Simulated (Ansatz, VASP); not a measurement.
## Ti in VASP and in Ansatz

File INCAR:

```
  ALGO = Normal
  EDIFF = 1E-6
  ENCUT = 520
  GGA = RE
  ISIF = 2
  ISMEAR = -1
  LASPH = T
  LCHARG = F
  LREAL = F
  LWAVE = F
  NBANDS = 12
  NELM = 100
  PREC = Accurate
  SIGMA = 0.1
```

The input KPOINTS:

```
k-points
0
Gamma
  13 13 13
```

The input POSCAR:

```
Ti
1.0
    2.7712703489      0.0000000000      0.0000000000
    0.0000000000      2.7712703489      0.0000000000
    0.0000000000      0.0000000000      2.7712703489
Ti
1
Direct
    0.0000000000      0.0000000000      0.0000000000
```

Input for Ansatz:

```yaml
crystal:
  lattice:
    - [2.7712703489, 0.0, 0.0]
    - [0.0, 2.7712703489, 0.0]
    - [0.0, 0.0, 2.7712703489]
  atoms:
    - { symbol: Ti, position: [0.0, 0.0, 0.0] }
hamiltonian:
  xc: revpbe
  pseudopotentials:
    kind: paw
    azcp:
      Ti: "pseudopotentials/Ti.paw.azcp"
basis:
  ecutwfc: 420
  fft_grid_basis: typed
kpoints:
  mp_grid: { grid: [13, 13, 13], shift: [0, 0, 0] }
magnetization:
  spin_polarized: false
scf:
  occupations: { method: fermi_dirac, width: 0.1 }
  lower_state_search: "off"
output:
  stress: true
  write_density: true
  write_potential: true
  elf: true
  volumetric_format: npy
```

Alike in both runs: task single point; functional revPBE; k mesh 13 × 13 × 13; occupations fermi-dirac, width 0.1 eV; no spin polarisation.

```csv
,VASP,Ansatz
version,VASP 6.6.1,Ansatz 0.2.0
potentials or method,"VASP PAW PBE potentials, release 64 (Ti_sv)","plane waves (420 eV) with PAW, scalar-relativistic"
plane-wave cutoff (eV),520,420
valence electrons in the cell,12,12
```

|  | VASP | Ansatz | Ansatz less VASP |
| --- | --- | --- | --- |
| pressure (GPa) | -7.0 | -6.9 | +0.08 |

With one functional, cell and mesh, what is left measures potentials, basis and numerics.

Caveats: the PAW data sets were made with another functional, which shifts forces and pressure a little (VASP).
